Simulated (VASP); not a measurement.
# Ti2O3 (R-3c) in VASP: further runs, part 2 of 2

VASP 6.6.1. The steps go on from the part before.

## (5) Single point, PBEsol

INCAR

```
SYSTEM = Ti2O3
ALGO = Fast
EDIFF = 1E-7
ENCUT = 600
GGA = PS
ISIF = 2
ISMEAR = 0
KPAR = 4
LASPH = .True.
LCHARG = .False.
LREAL = .False.
LWAVE = .False.
NBANDS = 53
NELM = 80
PREC = Accurate
SIGMA = 0.02
```

KPOINTS

```
k-points
0
Gamma
  6 6 6
  0 0 0
```

POSCAR

```
Ti2O3
1.0
    2.5630000000      1.4797487400      4.6260000000
   -2.5630000000      1.4797487400      4.6260000000
    0.0000000000     -2.9594974800      4.6260000000
Ti O
4 6
Direct
    0.3467200000      0.3467200000      0.3467200000
    0.1532800000      0.1532800000      0.1532800000
    0.6532800000      0.6532800000      0.6532800000
    0.8467200000      0.8467200000      0.8467200000
    0.5607000000      0.9393000000      0.2500000000
    0.2500000000      0.5607000000      0.9393000000
    0.9393000000      0.2500000000      0.5607000000
    0.4393000000      0.0607000000      0.7500000000
    0.7500000000      0.4393000000      0.0607000000
    0.0607000000      0.7500000000      0.4393000000
```

Potentials or basis: VASP PAW PBE potentials, release 64 (Ti_sv, O).

On the command line:

```
$ cat potpaw_PBE.64/Ti_sv/POTCAR potpaw_PBE.64/O/POTCAR > POTCAR
$ mpirun -np 4 vasp_std > vasp.out
```

OUTCAR:

```text
SYSTEM = Ti2O3
   EDIFF = 1E-7
   ENCUT = 600
   GGA = PS
   ISIF = 2
   ISMEAR = 0
   LASPH = .True.
   LREAL = .False.
   NELM = 80
   PREC = Accurate

 ion  position               nearest neighbor table
   1  0.347  0.347  0.347-  10 2.02   8 2.02   9 2.02   5 2.08   7 2.08   6 2.08   2 2.68
   2  0.153  0.153  0.153-   9 2.02   8 2.02  10 2.02   5 2.08   7 2.08   6 2.08   1 2.68
   3  0.653  0.653  0.653-   7 2.02   5 2.02   6 2.02   8 2.08   9 2.08  10 2.08   4 2.68
   4  0.847  0.847  0.847-   6 2.02   5 2.02   7 2.02   8 2.08   9 2.08  10 2.08   3 2.68
   5  0.561  0.939  0.250-   3 2.02   4 2.02   1 2.08   2 2.08
   6  0.250  0.561  0.939-   4 2.02   3 2.02   1 2.08   2 2.08
   7  0.939  0.250  0.561-   3 2.02   4 2.02   1 2.08   2 2.08
   8  0.439  0.061  0.750-   1 2.02   2 2.02   3 2.08   4 2.08
   9  0.750  0.439  0.061-   2 2.02   1 2.02   3 2.08   4 2.08
  10  0.061  0.750  0.439-   1 2.02   2 2.02   3 2.08   4 2.08

  LATTYP: Found a trigonal (rhomboedric) cell.
 ALAT       =     5.4916756399
 COS(alpha) =     0.5643703294

  Lattice vectors:

[... 208 lines left out ...]
      1     -49.6339      2.00000
      2     -49.5723      2.00000
      3     -49.5643      2.00000
      4     -49.5173      2.00000
      5     -26.2404      2.00000
      6     -26.2404      2.00000
[... 1333 lines left out ...]
     52      10.2269      0.00000
     53      11.2224      0.00000

 [... further k-points ...]

------------------------ aborting loop because EDIFF is reached ----------------------------------------

  FORCE on cell =-STRESS in cart. coord.  units (eV):
  Direction    XX          YY          ZZ          XY          YZ          ZX
  --------------------------------------------------------------------------------------
  -------------------------------------------------------------------------------------
  Total       -5.3345506     -5.3345506     -3.7982651      0.0000000     -0.0000000      0.0000000
  in kB      -81.1923216    -81.1923216    -57.8099230      0.0000000     -0.0000000      0.0000000
  external PRESSURE =     -73.3981887 kB  Pullay stress =       0.0000000 kB

 VOLUME and BASIS-vectors are now :
 -----------------------------------------------------------------------------
  energy-cutoff  :      600.00
  volume of cell :      105.27
      direct lattice vectors                 reciprocal lattice vectors
     2.563000000  1.479748740  4.626000000     0.195083886  0.112631734  0.072056492
    -2.563000000  1.479748740  4.626000000    -0.195083886  0.112631734  0.072056492
     0.000000000 -2.959497480  4.626000000     0.000000000 -0.225263468  0.072056492

 POSITION                                       TOTAL-FORCE (eV/Angst)
 -----------------------------------------------------------------------------------
      0.00000      0.00000      4.81178         0.000000      0.000000     -0.176229
      0.00000      0.00000      2.12722         0.000000      0.000000      0.176229
      0.00000      0.00000      9.06622         0.000000      0.000000      0.176229
      0.00000      0.00000     11.75078         0.000000      0.000000     -0.176229
     -0.97035      1.47975      8.09550        -0.045361     -0.000000     -0.000000
     -0.79632     -1.58022      8.09550         0.022681     -0.039284     -0.000000
      1.76668      0.10047      8.09550         0.022681      0.039284     -0.000000
      0.97035     -1.47975      5.78250         0.045361      0.000000     -0.000000
      0.79632      1.58022      5.78250        -0.022681      0.039284     -0.000000
     -1.76668     -0.10047      5.78250        -0.022681     -0.039284     -0.000000
 -----------------------------------------------------------------------------------
    total drift:                                0.000000     -0.000000     -0.000000

  FREE ENERGIE OF THE ION-ELECTRON SYSTEM (eV)
  ---------------------------------------------------
  free  energy   TOTEN  =       -94.4992656739 eV

  energy  without entropy=      -94.4975037503  energy(sigma->0) =      -94.49838471
```

Wall time 4.1 min (4 MPI ranks of AMD EPYC 9R45 (Zen 5), shared host); peak memory 0.42 GiB.

What came out:

* Free energy: -94.4993 eV
* Pressure: -7.3 GPa
* Largest force: 0.176 eV/Å
* Band gap on the k mesh: none (metal or under the smearing width)

Forces in eV/Å, atoms in the order of the input:
```
Ti   0.000  0.000 -0.176
Ti   0.000  0.000  0.176
Ti   0.000  0.000  0.176
Ti   0.000  0.000 -0.176
O   -0.045  0.000  0.000
O    0.023 -0.039  0.000
O    0.023  0.039  0.000
O    0.045  0.000  0.000
O   -0.023  0.039  0.000
O   -0.023 -0.039  0.000
```

Caveat: the PAW data sets were made with another functional, which shifts forces and pressure a little; semilocal functionals often make such compounds metallic where correlation or magnetic order opens a gap, which also shifts bond lengths.

## (6) Single point, PBEsol

INCAR, as its differences from that of step 5:

```diff
@@ -3,3 +3,3 @@
 EDIFF = 1E-7
-ENCUT = 600
+ENCUT = 700
 GGA = PS
```

KPOINTS is that of step 5.

POSCAR is that of step 5.

Potentials or basis: VASP PAW PBE potentials, release 64 (Ti_sv, O).

On the command line:

```
$ cat potpaw_PBE.64/Ti_sv/POTCAR potpaw_PBE.64/O/POTCAR > POTCAR
$ mpirun -np 4 vasp_std > vasp.out
```

It took 6 min on 4 MPI ranks of AMD EPYC 9R45 (Zen 5), shared host; peak memory 0.44 GiB.

The run converged. Its results:

```yaml
Free_energy: -94.5167 eV
Pressure: -7.4 GPa
Largest_force: 0.177 eV/Å
Band_gap_on_the_k_mesh: none (metal or under the smearing width)
```

Forces on the atoms (eV/Å):
```
Ti   0.000  0.000 -0.177
Ti   0.000  0.000  0.177
Ti   0.000  0.000  0.177
Ti   0.000  0.000 -0.177
O   -0.045  0.000  0.000
O    0.023 -0.039  0.000
O    0.023  0.039  0.000
O    0.045  0.000  0.000
O   -0.023  0.039  0.000
O   -0.023 -0.039  0.000
```

Stress tensor (GPa, compression positive):
```
-8.14  0.00  0.00
 0.00 -8.14  0.00
 0.00  0.00 -5.80
```

Levels at points of the mesh, in eV from the Fermi level:
```csv
k point,band 38,band 39,band 40,band 41,band 42,band 43,band 44,band 45,band 46,band 47
"(0.00, 0.00, 0.00)",-4.09,-4.09,-3.98,-0.80,-0.11,-0.11,0.41,0.41,0.44,0.48
"(0.50, 0.00, 0.00)",-5.04,-4.21,-4.21,-0.67,-0.67,0.32,0.32,0.66,0.66,1.01
"(0.50, 0.50, 0.00)",-4.76,-4.63,-4.21,-0.74,-0.55,-0.01,-0.01,0.55,0.78,0.82
"(0.50, 0.50, 0.50)",-4.71,-4.71,-4.71,0.47,0.47,0.47,0.47,0.47,0.47,0.73
```

Caveat: the PAW data sets were made with another functional, which shifts forces and pressure a little; semilocal functionals often make such compounds metallic where correlation or magnetic order opens a gap, which also shifts bond lengths.

## (7) Summary

```csv
cutoff (eV),gap on the mesh (eV),pressure (GPa),largest force (eV/Å)
400,none,-,0.16
520,none,-7.2,0.18
600,none,-7.3,0.18
700,none,-7.4,0.18
```

Alike in all rows: task single point; level PBEsol; potentials or basis VASP PAW PBE potentials, release 64 (Ti_sv, O); no spin polarisation; cell as given; k mesh 6 × 6 × 6; smearing gaussian 0.02 eV.

Every run on the cell as given and a fine mesh finds a metal.

Caveats: the PAW data sets were made with another functional, which shifts forces and pressure a little; semilocal functionals often make such compounds metallic where correlation or magnetic order opens a gap, which also shifts bond lengths; the cutoff is under 1.25 times the usual one of these potentials, so pressure, stress and relaxed cells hold a basis-set (Pulay) error (some runs).

Total energies depend on the potentials used, so only differences within one code and one set of settings carry meaning.

## (8) Against experiment

Step 2. A measured gap of Ti2O3 is 0.2 eV (optical; quoted in “The c-axis dimer and its electronic break-up: the insulator-to-metal transition in Ti2O3”, 2017, arxiv:1710.08771); the calculated 0.00 eV misses it by -0.20 eV. The value is that of PBEsol on a finite k mesh, which can miss the band edges, without temperature or zero-point motion. Semilocal functionals fall short of measured gaps as a rule.

Step 4. Against the measured gap of Ti2O3, 0.2 eV (optical; quoted in “The c-axis dimer and its electronic break-up: the insulator-to-metal transition in Ti2O3”, 2017, arxiv:1710.08771), the calculated 0.00 eV is off by -0.20 eV. The value is that of PBEsol on a finite k mesh, which can miss the band edges, without temperature or zero-point motion. Semilocal functionals fall short of measured gaps as a rule.

Step 5. Measured gap of Ti2O3: 0.2 eV (optical; quoted in “The c-axis dimer and its electronic break-up: the insulator-to-metal transition in Ti2O3”, 2017, arxiv:1710.08771). This calculation gives 0.00 eV (-0.20 eV). The value is that of PBEsol on a finite k mesh, which can miss the band edges, without temperature or zero-point motion. Semilocal functionals fall short of measured gaps as a rule.

Step 6. Measured gap of Ti2O3: 0.2 eV (optical; quoted in “The c-axis dimer and its electronic break-up: the insulator-to-metal transition in Ti2O3”, 2017, arxiv:1710.08771). This calculation gives 0.00 eV (-0.20 eV). The value is that of PBEsol on a finite k mesh, which can miss the band edges, without temperature or zero-point motion. Semilocal functionals fall short of measured gaps as a rule.
